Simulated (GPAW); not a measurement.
# Quasiparticle gap of BeS (honeycomb monolayer) in GPAW, part 2 of 2

Aim: the G0W0 gap of BeS (honeycomb monolayer) on LDA, step by step.

GPAW 26.7.0; LDA and many-body steps on it, plane waves. Known limits of the many-body steps: short of the basis limit.

So far. Step 3 (Bands along the symmetry lines): The gap is 4.290 eV, as in the run before at this level. Step 4 (Empty states on the mesh, 12×12×1 mesh, 271 bands): On this mesh the gap is 4.290 eV.

## (5) Screening and self-energy, 12×12×1 mesh, 121 bands, screening to 60 eV

Now the one-shot GW correction: screening in the RPA, then the self-energy of the levels asked for.

This step: G0W0 on LDA, plane waves, PAW.

File run.py:

```python
import json
import numpy as np
from gpaw.mpi import world
from gpaw.response.g0w0 import G0W0

gw = G0W0('full.gpw',
    filename='gw',
    kpts=[0, 9, 18],
    bands=(2, 6),
    ecut=60,
    nbands=121,
    truncation='2D',
    integrate_gamma='sphere',
    q0_correction=True,
    frequencies={'type': 'nonlinear', 'domega0': 0.15, 'omega2': 15.0},
    eta=0.1,
    nblocksmax=True)
gw.calculate()
res = {mode: {k: v for k, v in r.items() if k != 'sigma_eskwn'}
       for mode, r in gw.all_results.items()}

if world.rank == 0:
    with open('result.json', 'w') as f:
        json.dump(res, f, default=lambda x: x.tolist())
```

Started as:

```bash
$ mpirun -n 4 gpaw python run.py
```

What it wrote:

```text
Using integrator: PointIntegrator
NonLinearFrequencyDescriptor(from 0.000 to 75.270 eV, 164 points)
Nonperiodic BCs:  [False False  True]
Using integrator: PointIntegrator
NonLinearFrequencyDescriptor(from 0.000 to 75.270 eV, 164 points)
Nonperiodic BCs:  [False False  True]
Applying analytical 2D correction to W:
    Evaluating Gamma point contribution to W on a 11x11x1 grid
  ___  _ _ _
 |   || | | |
 | | || | | |
 |__ ||_____|
 |___|

BZ k-points: Symmetries present (total): 6

  [... matrices ...]
144 k-points: 12 x 12 x 1 Monkhorst-Pack grid + [1/24,1/24,0.000000]
19 k-points in the irreducible part of the Brillouin zone
       k-points in crystal coordinates                weights
   0:    -0.00000000   -0.00000000    0.00000000          1/144
   1:     0.08333333   -0.00000000    0.00000000          6/144
   2:     0.16666667   -0.08333333    0.00000000          6/144
   3:     0.16666667   -0.00000000    0.00000000          6/144
   4:     0.25000000   -0.08333333    0.00000000         12/144
   5:     0.25000000   -0.00000000    0.00000000          6/144
   6:     0.33333333   -0.16666667    0.00000000          6/144
   7:     0.33333333   -0.08333333    0.00000000         12/144
   8:     0.33333333   -0.00000000    0.00000000          6/144
   9:     0.33333333    0.33333333    0.00000000          2/144
          ...
  18:     0.50000000    0.50000000    0.00000000          3/144

Distributing spins, k-points and bands (1 x 3 x 4) over 1 process
Number of blocks: 4

Quasi particle states:
k-points (IBZ indices): [0, 9, 18]
Band range: (2, 6)
  [... matrices ...]
Computational parameters:
Plane wave cut-off: 60 eV
Number of bands: 121
Coulomb cutoff: 2D
Broadening: 0.1 eV

fxc modes: GW
Kernel: RPA
Using full-frequency real axis integration
Summing all q:

Calculating screened Coulomb potential
2D Coulomb truncation
NonLinearFrequencyDescriptor(from 0.000 to 75.270 eV, 164 points)
Removing empty qpoint cache files...

Calculating chi0 body with:
    Ground state adapter containing:
    Number of spins: 1
    Number of kpoints: 144
    Number of irreducible kpoints: 19
    Number of completely occupied states: 4
    Number of partially occupied states: 4
    Occupied states memory: 1.708984375 M / cpu

    Linear response parametrization:
    q_c: [-2.081668e-17, -2.081668e-17, 0.0]
    Number of frequency points: 164
    Planewave cutoff: 60.0
    Number of bands: 121
    Number of planewaves: 123
    Broadening (eta): 0.1
    comm.size: 4
    kncomm.size: 1
    blockcomm.size: 4

    Memory estimate of potentially large arrays:
        chi0_wGG: 9.464859 M / cpu
Integrating chi0 body.

Symmetries of q_c:
    Direct symmetries (Uq -> q): 6
    Indirect symmetries (TUq -> q): 6
In total 12 allowed symmetries.

  [... matrices ...]
19 groups of equivalent kpoints. 86.805556% reduction.

Integral kind: spectral function
Integrating chi0 head and wings.

Symmetries of q_c:
    Direct symmetries (Uq -> q): 6
    Indirect symmetries (TUq -> q): 6
In total 12 allowed symmetries.

  [... matrices ...]
19 groups of equivalent kpoints. 86.805556% reduction.

Integral kind: spectral function wings

Calculating chi0 body with:
    Ground state adapter containing:
    Number of spins: 1
    Number of kpoints: 144
    Number of irreducible kpoints: 19
    Number of completely occupied states: 4
    Number of partially occupied states: 4
[... the further q-points ...]

Results:
f:      Occupation numbers
eps:     KS-eigenvalues [eV]
vxc:     KS vxc [eV]
exx:     Exact exchange [eV]
sigma:   Self-energies [eV]
dsigma:  Self-energy derivatives
Z:       Renormalization factors
qp:      QP-energies [eV]

k-point 0 (0): (-0.000, -0.000, 0.000)                GW
band       f     eps     vxc     exx   sigma  dsigma       Z      qp
                                                                   GW
   2   1.000  -4.523 -15.789 -18.742   1.550  -0.258   0.795  -5.639
   3   1.000  -4.523 -15.789 -18.742   1.550  -0.258   0.795  -5.639
   4   0.000   0.946  -5.631  -2.574  -1.973  -0.149   0.870   1.889
   5   0.000   2.517 -11.902  -6.302  -3.101  -0.242   0.805   4.528

k-point 1 (9): (0.333, 0.333, 0.000)                GW
band       f     eps     vxc     exx   sigma  dsigma       Z      qp
                                                                   GW
   2   1.000  -7.713 -14.027 -18.535   2.444  -0.330   0.752  -9.264
   3   1.000  -3.996 -14.381 -17.422   1.419  -0.272   0.786  -5.271
   4   0.000   0.441  -8.776  -3.978  -2.959  -0.235   0.809   1.929
   5   0.000   3.921  -7.279  -2.936  -2.715  -0.213   0.824   5.263

k-point 2 (18): (0.500, 0.500, 0.000)                GW
band       f     eps     vxc     exx   sigma  dsigma       Z      qp
                                                                   GW
   2   1.000  -6.002 -14.879 -18.404   1.913  -0.287   0.777  -7.254
   3   1.000  -4.321 -13.883 -17.029   1.468  -0.275   0.784  -5.637
   4   0.000   0.294  -8.637  -4.121  -2.746  -0.219   0.821   1.747
   5   0.000   1.424 -11.273  -6.255  -2.968  -0.226   0.816   3.096
```

Elapsed: 3.7 min, on 4 MPI ranks of Arm Neoverse V1, shared host; peak memory 1.7 GiB.

Numbers from this step:

* G0W0 gap on the mesh: 7.018 eV
* least direct G0W0 gap on the computed points: 7.200 eV
* Z at the valence top: 0.7862
* Z at the conduction bottom: 0.8206
* starting gap on the mesh: 4.290 eV
* k of the valence top: 0.3333, 0.3333, 0
* k of the conduction bottom: 0.5, 0.5, 0

The gap on the mesh goes from 4.29 eV to 7.02 eV, a correction of +2.73 eV.

Limits: finite bands, cutoff and mesh. v1 is the top filled band, c1 the lowest empty one. Levels before and after the correction, in eV, zero at the valence-band top of each column:

```csv
,conduction bottom,valence top
Kohn-Sham,4.29,0.00
G0W0,7.02,0.00
```

```csv
,level,energy (eV)
Kohn-Sham,(0.333 0.333 0) v2,-3.716
Kohn-Sham,(0.333 0.333 0) v1,0.000
Kohn-Sham,(0.333 0.333 0) c1,4.437
Kohn-Sham,(0.333 0.333 0) c2,7.918
Kohn-Sham,(0.5 0.5 0) v2,-2.005
Kohn-Sham,(0.5 0.5 0) v1,-0.325
Kohn-Sham,(0.5 0.5 0) c1,4.290
Kohn-Sham,(0.5 0.5 0) c2,5.420
G0W0,(0.333 0.333 0) v2,-3.993
G0W0,(0.333 0.333 0) v1,0.000
G0W0,(0.333 0.333 0) c1,7.200
G0W0,(0.333 0.333 0) c2,10.534
G0W0,(0.5 0.5 0) v2,-1.983
G0W0,(0.5 0.5 0) v1,-0.366
G0W0,(0.5 0.5 0) c1,7.018
G0W0,(0.5 0.5 0) c2,8.367
```

## (6) Where the time went

Times are wall times on 4 MPI ranks of Arm Neoverse V1, shared host, good to a factor of about two.

```csv
step,time,share,memory (GiB)
ground state,6 s,1 %,0.68
bands along the symmetry lines,7.3 s,1 %,0.74
empty states on the mesh,4.3 min,52 %,1.4
screening and self-energy,3.7 min,45 %,1.7
```

## (7) What came out

| Quantity | Value |
| --- | --- |
| LDA gap | 4.29 eV, indirect |
| G0W0 gap on the mesh | 7.02 eV |
| GW settings | 12×12×1 mesh, 121 bands, screening to 60 eV, full frequency, Hilbert transform |
| known limits | short of the basis limit |

What this shows: G0W0 moves the gap on the mesh from 4.29 eV to 7.02 eV (+2.73 eV), with Z of 0.79 and 0.82 at the edges. Bands and cutoff are finite, so the gap stands short of the basis limit, usually by up to a few tenths of an eV; the mesh is an error of its own. In this program the long-wavelength screening can come out low in d oxides and layered crystals.

[Long decimals in the printed logs are rounded to 6 places.]

[Logs are printed without paths, hosts, clocks, repeated set-up lines and the standing remarks that a program may print on its own settings, such as how far it seeks lower states.]

[Paths, hosts, dates, memory and timing lines, banners, echoed tables and standing remarks are left out of the program output; an Ansatz launch command may be rebuilt from the run's recorded settings. Measured values are a selection of at most five: reports struck by readers or far from the other reports are left out. None is set beside runs whose start may be inverted or whose files or cutoffs have a known fault.]

[Runs of the session that timed out or met a known fault of the program may be left out.]

[Hosts, paths, dates, database ids (printed as entryN), source tags and the programs' standing remarks are cut or masked in the printed files.]

[Where the starting crystal was built by hand or by swapping elements, it need not be the compound's stable phase.]
